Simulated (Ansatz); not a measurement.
Ansatz input file:

```yaml
crystal:
  lattice:
    - [4.582, 0.0, 0.0]
    - [-2.291, 3.9681284001, 0.0]
    - [0.0, 0.0, 7.244]
  atoms:
    - { symbol: Mg, position: [0.3333333333, 0.6666666667, 0.63] }
    - { symbol: Mg, position: [0.6666666667, 0.3333333333, 0.37] }
    - { symbol: Mg, position: [0.0, 0.0, 0.0] }
    - { symbol: Sb, position: [0.3333333333, 0.6666666667, 0.235] }
    - { symbol: Sb, position: [0.6666666667, 0.3333333333, 0.765] }
basis:
  ecutwfc: 500
kpoints:
  mp_grid: { grid: [6, 6, 4] }
hamiltonian:
  xc: r2scan
scf:
  occupations: { method: gaussian, width: 0.02 }
output:
  forces: true
  stress: true
  eigenvalues: true
relax:
  adjacent_minimum: "off"
  f_tol: 0.01
  max_steps: 40
```

Run as
```bash
ansatz run input.yaml --threads 1 --pin off --max-ram 2560MiB --backend cpu --events-out ev --progress --plain --runs-dir out
```

Level of theory: Ansatz 0.2.0, DFT r2SCAN, scalar-relativistic, plane waves, PAW.

Abridged output (final results; tables in files aren't shown):

```
SCF 5 converged in 2 iterations: F = -18779.941393 eV  dr2 = 1.88e-8
SCF converged after 2 iterations
Free energy (F): -18779.941393 eV
Harris-Foulkes:  -18779.941393 eV  (|F-HF|=9.12e-9)
Internal energy: -18779.941393 eV  (E = F + TS)
E sigma→0 (E₀):  -18779.941393 eV
Fermi energy:    7.456594 eV
--- Per-component energies (eV) ---
  E_band       = -1496.589429
  E_kinetic    = 640.285014
  E_local      = -8331.195075  (includes V_loc(G=0)·N_el)
  E_nonlocal   = 1015.563923
  E_hartree    = 3316.787598
  E_xc         = -336.078912
  E_vxc        = -323.249432  (∫ρ·V_xc dr)
  E_paw        = -10097.375101  (= ΣΔE_a)
  E_vpaw       = -1152.894603  (= ΣTr[D̂ρ^β])
  E_aug_tail   = -0.000006  (compensation charges beyond the density's cutoff)
  E_vtau       = 21.327807  (kinetic-family band-sum trace: ∫τ·v_τ [+ j·A + Jᵃ·Aᵃ] dr)
  E_ewald      = -4988.862284
  E_core_change = 0.933449  (= ΣΔE_core)
  E_smearing   =  0.000000  (= −TS)
--- Forces (eV/Å), atoms counted from 1 ---
  atom   1  Mg     0.00000000     0.00000000     0.00445513
  atom   2  Mg     0.00000000     0.00000000    -0.00445513
  atom   3  Mg     0.00000000     0.00000000     0.00000000
  atom   4  Sb     0.00000000     0.00000000     0.00092420
  atom   5  Sb     0.00000000     0.00000000    -0.00092420
--- Stress (GPa, compression-positive) ---
       -0.355260       0.000000       0.000000
        0.000000      -0.355260       0.000000
        0.000000       0.000000      -0.156055
  P = ⅓ Tr σ = -0.2889 GPa (-2.889 kbar)
--- Band table (eV; the first three rows and the last of 24) ---
  k-point 0: bands = ["-72.9050", "-72.0792", "-72.0783", "-38.0034", "-37.9961", "-37.9961", "-37.1811", "-37.1811", "-37.1809", "-37.1759", "-37.1759", "-37.1753", "-21.6917", "-21.6917", "-21.6915", "-21.6915", "-21.6845", "-21.6845", "-21.6677", "-21.6677", "-21.6646", "-21.6646", "-3.5113", "-2.2116", "2.1615", "5.9921", "5.9921", "6.7255", "6.7255", "7.1563", "8.9096", "8.9185", "10.5732", "10.5732", "11.4537", "11.6125"]
  k-point 1: bands = ["-72.9049", "-72.0792", "-72.0782", "-38.0034", "-37.9961", "-37.9961", "-37.1811", "-37.1811", "-37.1809", "-37.1759", "-37.1759", "-37.1753", "-21.6920", "-21.6920", "-21.6912", "-21.6912", "-21.6846", "-21.6845", "-21.6677", "-21.6677", "-21.6646", "-21.6646", "-3.3744", "-2.4767", "2.7348", "5.8861", "6.0905", "6.0905", "6.6143", "6.6143", "9.0760", "9.6323", "10.3406", "10.3406", "11.3811", "11.3811"]
  k-point 2: bands = ["-72.9049", "-72.0792", "-72.0782", "-38.0034", "-37.9961", "-37.9961", "-37.1811", "-37.1811", "-37.1809", "-37.1759", "-37.1759", "-37.1753", "-21.6922", "-21.6922", "-21.6910", "-21.6910", "-21.6846", "-21.6845", "-21.6677", "-21.6677", "-21.6646", "-21.6646", "-3.0585", "-2.9060", "4.0811", "4.1773", "6.3067", "6.3067", "6.3837", "6.3837", "9.4259", "9.5997", "10.2226", "10.2226", "11.0782", "11.0782"]
  k-point 23: bands = ["-72.9049", "-72.0787", "-72.0787", "-38.0034", "-37.9962", "-37.9962", "-37.1821", "-37.1820", "-37.1820", "-37.1753", "-37.1747", "-37.1747", "-21.6921", "-21.6917", "-21.6917", "-21.6905", "-21.6829", "-21.6829", "-21.6666", "-21.6654", "-21.6654", "-21.6644", "-2.0051", "-2.0051", "2.7910", "2.7910", "3.1442", "3.7269", "6.1267", "6.1267", "9.4030", "9.4030", "10.0566", "10.1460", "12.3839", "12.8220"]
--- Relaxed structure (4 steps of the walk, 4 accepted, 0 SCFs on fresh bases) ---
  F+E_penalty+E_count = -18779.94139254 eV   max|allowed force component| = 4.393e-3 eV/Å
  atoms:
    - { symbol: Mg, position: [0.33333333, 0.66666666, 0.63384795] }
    - { symbol: Mg, position: [0.66666666, 0.33333333, 0.36615204] }
    - { symbol: Mg, position: [0.0, 0.0, 0.0] }
    - { symbol: Sb, position: [0.33333333, 0.66666666, 0.22896264] }
    - { symbol: Sb, position: [0.66666666, 0.33333333, 0.77103735] }
```

The relaxation met its thresholds.

Time: 55 s on 1 thread of Arm Neoverse V1, on a shared host, peak memory 0.72 GiB.